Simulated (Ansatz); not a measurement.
SiGe (P6_3mc), two-dimensional strain map

All numbers below come from DFT PBEsol, scalar-relativistic, plane waves, PAW (Ansatz 0.2.0). Settings: plane waves to 420 eV, k-mesh 12×12×6 (Γ-centred), Gaussian smearing 0.03 eV. No spin polarisation. Energies are free energies at this smearing, counted from the undisturbed cell; pressure is positive in compression.

Reference structure (relaxed at this level; it needn't be the usual structure):

```yaml
crystal:
  lattice:
    - [3.90060, 0.00000, 0.00000]
    - [-1.95030, 3.37802, 0.00000]
    - [0.00000, 0.00000, 6.44339]
  atoms:
    - { symbol: Si, position: [0.66667, 0.33333, 0.87455] }
    - { symbol: Si, position: [0.33333, 0.66667, 0.37455] }
    - { symbol: Ge, position: [0.66667, 0.33333, 0.50045] }
    - { symbol: Ge, position: [0.33333, 0.66667, 0.00045] }
```

The cell is strained by p along both x and y and by q along z, fractional coordinates fixed. Points are written (p, q).

Energy above the undisturbed cell in meV/atom (a dash: not computed):

| p \ q | -0.080 | -0.040 | 0.000 | 0.040 | 0.080 |
| --- | --- | --- | --- | --- | --- |
| -0.080 | 411.0 | 296.1 | 249.4 | 250.4 | 281.0 |
| -0.040 | 191.2 | – | 55.0 | – | 113.6 |
| 0.000 | 120.3 | 26.5 | 0.0 | 20.4 | 72.6 |
| 0.040 | 153.3 | – | – | – | – |
| 0.080 | 254.9 | – | 152.0 | – | 233.8 |

Pressure in GPa:

```
 p \ q  -0.080  -0.040  0.000  0.040  0.080
-0.080    34.9    26.8   20.7   16.0   12.4
-0.040    19.6       –    8.2      –    2.1
 0.000     9.4     3.9    0.0   -2.7   -4.6
 0.040     2.8       –      –      –      –
 0.080    -1.3       –   -8.1      –  -10.9
```

Gap on the k-mesh in eV:

```
 p \ q  -0.080  -0.040  0.000  0.040  0.080
-0.080    0.00    0.10   0.10   0.00   0.00
-0.040    0.00       –   0.30      –   0.00
 0.000    0.00    0.07   0.35   0.31   0.09
 0.040    0.00       –      –      –      –
 0.080    0.00       –   0.00      –   0.03
```

Where the gap reads zero the k-mesh, chosen for the insulator, is on the coarse side.

Cost: 17 runs of about 3.6 core-minutes in all, on Intel Xeon Processor @ 2.70GHz (shared hosts).